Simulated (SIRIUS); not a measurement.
**YN in SIRIUS: convergence with gk cutoff**

Crystal: YN.

```
CELL_PARAMETERS angstrom
0.00000 2.43850 2.43850
2.43850 0.00000 2.43850
2.43850 2.43850 0.00000
ATOMIC_POSITIONS crystal
Y 0.00000 0.00000 0.00000
N 0.50000 0.50000 0.50000
```

```yaml
Program: SIRIUS 7.12.0
Task: convergence study
Functional: PBE
Potentials_or_basis: all-electron FP-LAPW
Cutoff: 79 eV
Basis: apw+lo standard
k_mesh: 9 × 9 × 9
Occupations: fermi-dirac, width 0.05 eV
Spin: no spin polarisation
```

These are the settings of the first run; the series varies gk cutoff, with any setting tied to it.

Hardware: 1 thread of Arm Neoverse V1, on a shared host.

| gk cutoff | energy less the tightest run, at zero smearing (meV/atom) | gap on the mesh (eV) | SCF cycles | CPU time (s) | peak memory (GiB) |
| --- | --- | --- | --- | --- | --- |
| 2.41 1/bohr | 1581.06 | 0.648 | 8 | 33 | 0.35 |
| 2.84 1/bohr | 543.94 | 0.218 | 8 | 35 | 0.36 |
| 3.28 1/bohr | 161.31 | 0.251 | 9 | 42 | 0.37 |
| 3.72 1/bohr | 47.29 | 0.249 | 8 | 50 | 0.43 |
| 4.16 1/bohr | 12.71 | 0.248 | 8 | 71 | 0.52 |
| 4.59 1/bohr | 2.89 | 0.243 | 8 | 100 | 0.65 |
| 5.03 1/bohr | 0.00 | 0.241 | 8 | 160 | 0.8 |

Against the tightest run, the gap on the mesh stays within 0.01 eV from 3.72 1/bohr on. Not settled before the last step: the energy (to 1 meV/atom). The tightest run that finished is the yardstick and may itself not be fully converged.

Caveat, for the tightest run too: an odd mesh through Γ misses points on the zone boundary, where band edges often lie.
